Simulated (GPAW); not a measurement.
Runs of GPAW 26.7.0 on BaTiO3. The structure is tetragonal, space group P4mm (No. 99). The conventional cell has a = 4.000 Å, b = 4.000 Å, c = 3.897 Å, α = 90.00°, β = 90.00°, γ = 90.00°. Around Ba (site symmetry 4mm) lie 12 O at 2.75 to 2.84 Å. Ti (site symmetry 4mm) is surrounded by 6 O at 1.84 to 2.06 Å. O (site symmetry 2mm) has 2 Ti at 2.00 Å as nearest neighbours. O (site symmetry 4mm) has 2 Ti at 1.84 to 2.06 Å as nearest neighbours. 

```tsv
task	level	potentials or basis	spin	cell	k mesh	cutoff (eV)	smearing	response ecut	maxiter	response k mesh	response bands	kernels	other keys	gap on the mesh (eV)	pressure (GPa)	largest force (eV/Å)
dielectric tensor	PBE	GPAW PAW data sets (gpaw-data 1.2.1), pw	off	P4mm, 12.47 Å³/atom	5 × 5 × 5	650	fermi-dirac 0.001 eV	80 eV	150	5 × 5 × 5	60	["RPA"]	-	2.01	-	-
band structure	TASK	GPAW PAW data sets (gpaw-data 1.2.1), pw	SOC, no magnetisation	P4mm, 12.86 Å³/atom	4 × 4 × 4	800	fermi-dirac 0.05 eV	-	150	-	-	-	-	2.53	14.4	0.40
single point	PBE	GPAW PAW data sets (gpaw-data 1.2.1), pw	off	P4mm, 12.86 Å³/atom	11 × 11 × 11	800	fermi-dirac 0.05 eV	-	80	-	-	-	several, not listed	1.86	(a)	0.25
band structure	LDA	the program's PAW data sets (release 1.2.1) made for this functional, pw	off	P4mm, 12.86 Å³/atom	5 × 5 × 5	800	fermi-dirac 0.05 eV	-	150	-	-	-	-	1.88	(b)	0.39
single point	PBE	GPAW PAW data sets (gpaw-data 1.2.1), pw	off	P4mm, 12.86 Å³/atom	5 × 5 × 5	650	fermi-dirac 0.05 eV	-	120	-	-	-	-	1.97	1.7	0.25
relaxation of cell and atoms	PBE+D3(BJ)	GPAW PAW data sets (gpaw-data 1.2.1), pw	off	relaxed	4 × 4 × 4	800	fermi-dirac 0.05 eV	-	150	-	-	-	-	1.83	-0.1	0.02
band structure	GLLB-SC	the program's PAW data sets (release 1.2.1) made for this functional, pw	off	P4mm, 12.86 Å³/atom	4 × 4 × 4	800	fermi-dirac 0.05 eV	-	150	-	-	-	-	3.75	-	-
dielectric tensor	PBE	GPAW PAW data sets (gpaw-data 1.2.1), pw	off	P4mm, 12.66 Å³/atom	5 × 5 × 5	650	fermi-dirac 0.001 eV	80 eV	150	5 × 5 × 5	60	["RPA"]	-	1.99	-	-
dielectric tensor	PBE	GPAW PAW data sets (gpaw-data 1.2.1), pw	off	P4mm, 12.86 Å³/atom	5 × 5 × 5	650	fermi-dirac 0.001 eV	80 eV	150	5 × 5 × 5	60	["RPA"]	-	1.97	-	-
```

Fill in the values left out.

(a) 3.8; (b) -7.2.

Caveats: spin-orbit coupling is left out, which moves the levels of the heavy elements (some runs); an odd mesh through Γ misses points on the zone boundary, where band edges often lie (some runs); the long-wavelength limit can be off by several per cent where d states take part (some runs); spin-orbit coupling was added after a scalar SCF, so levels and gaps hold it while energy, forces, pressure and moments don't (some runs); this program's spin-orbit splittings come out too wide for heavy elements (some runs); the PAW data sets were made with another functional, which shifts forces and pressure a little (some runs); the mesh misses the band edges, which the band path finds closer together (some runs).

A k mesh can miss the band edges, and rows without SOC leave out spin-orbit coupling on Ba.
